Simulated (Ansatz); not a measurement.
ZrS:

```
Zr S
1.0
     0.00000    2.62500    2.62500
     2.62500    0.00000    2.62500
     2.62500    2.62500    0.00000
Zr S
1 1
Direct
  0.00000 0.00000 0.00000
  0.50000 0.50000 0.50000
```

```yaml
Program: Ansatz 0.2.0
Task: relaxation of cell and atoms
Functional: PBE
Dispersion: D3(BJ)
Potentials_or_basis: Ansatz PAW
Cutoff: "420 eV (not typed: the program's choice for these potentials)"
k_mesh: 9 × 9 × 9
Occupations: fermi-dirac, width 0.05 eV
Spin: no spin polarisation
```

At the start: volume 18.09 Å³/atom.

Task: Where does the relaxation end?

Result: It ends after 5 steps and the volume is 17.25 Å³/atom (-4.7 %); space group Fm-3m (No. 225, to 0.05 Å).

The path:
```csv
step,energy change (eV),largest force (eV/Å),volume (Å³)
1,0.0000,0.0000,36.18
2,-0.0207,0.0000,33.49
3,-0.0344,0.0000,34.58
4,-0.0345,0.0000,34.49
5,-0.0343,0.0000,34.49
```

Final structure:
```cif
data_structure
_symmetry_space_group_name_H-M 'P 1'
_symmetry_Int_Tables_number 1
_cell_length_a 3.6538
_cell_length_b 3.6538
_cell_length_c 3.6538
_cell_angle_alpha 60.000
_cell_angle_beta 60.000
_cell_angle_gamma 60.000
_cell_volume 34.49
loop_
_atom_site_label
_atom_site_type_symbol
_atom_site_fract_x
_atom_site_fract_y
_atom_site_fract_z
_atom_site_occupancy
Zr1 Zr 0.00000 0.00000 0.00000 1
S1 S 0.50000 0.50000 0.50000 1
```

Caveat: the plane-wave basis is chosen anew once the cell has moved, so the energies of steps on either side of that aren't comparable.
